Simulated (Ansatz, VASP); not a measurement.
Br in VASP and in Ansatz

```
Br
1.0
     0.00000    3.30818    3.30818
     3.30818    0.00000    3.30818
     3.30818    3.30818    0.00000
Br
2
Cartesian
  -0.8270 -0.8270 -0.8270
  0.8270 0.8270 0.8270
```

Change from the starting cell: volume scaled by 0.9, LAPW.

Alike in both runs: task single point; functional PBEsol; k mesh 11 × 11 × 11; occupations fermi-dirac, width 0.1 eV; no spin polarisation.

|  | VASP | Ansatz |
| --- | --- | --- |
| version | VASP 6.6.1 | Ansatz 0.2.0 |
| potentials or method | VASP PAW PBE potentials, release 64 (Br), cutoff 520 eV | all-electron LAPW, scalar-relativistic |

|  | VASP | Ansatz | Ansatz less VASP |
| --- | --- | --- | --- |
| pressure (GPa) | 2.5 | 2.5 | -0.01 |

Ansatz ran all-electron here, so the differences hold the error of VASP's frozen core and of both bases.

Caveats: the PAW data sets were made with another functional, which shifts forces and pressure a little (VASP).
